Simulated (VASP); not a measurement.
## SnSe under changes of volume

One of the cells (27.816 Å³/atom); the others are scaled copies at fixed shape and fractional positions:

```
Sn Se
1.0
     0.00000    3.02993    3.02993
     3.02993    0.00000    3.02993
     3.02993    3.02993    0.00000
Sn Se
1 1
Direct
  0.00000 0.00000 0.00000
  0.50000 0.50000 0.50000
```

Measurements of this composition are mostly on another form, of space group No. 62.

```yaml
Program: VASP 6.6.1
Functional: PBE
Potentials_or_basis: VASP PAW PBE potentials, release 64 (Sn_d, Se)
Cutoff: 520 eV
k_mesh: 8 × 8 × 8
Occupations: fermi-dirac, width 0.05 eV
Spin: no spin polarisation
```

```tsv
volume (Å³/atom)	energy over the lowest point (meV/atom)	pressure (GPa)	gap on the mesh (eV)
25.635	29.38	4.7	0.76
26.180	?	?	?
26.725	6.65	2.0	0.67
27.816	0.00	-0.1	0.50
28.362	1.74	-1.0	0.42
28.907	6.39	-1.8	0.34
```

Q: What does the run at 26.180 Å³/atom give?

A: Energy over the lowest point 15.79 meV/atom; pressure 3.3 GPa; gap on the mesh 0.73 eV.

Worked out: A Birch-Murnaghan fit of order 3 (a polynomial in V^(-2/3)) to the other rows has its minimum at 27.79 Å³/atom with B0 = V·E''(V) = 49 GPa and B' = 4.4. It gives 15.78 meV/atom at 26.180 Å³/atom, against the run's 15.79, and -dE/dV = 3.3 GPa, against 3.3. A parabola through the other rows of the gap, of slope -2.61 eV per unit of ln V there, gives 0.72 eV, against the run's 0.73.

Energies are extrapolated to zero smearing.

Caveats: spin-orbit coupling is left out, which moves the levels of the heavy elements.

A mesh can miss the band edges.
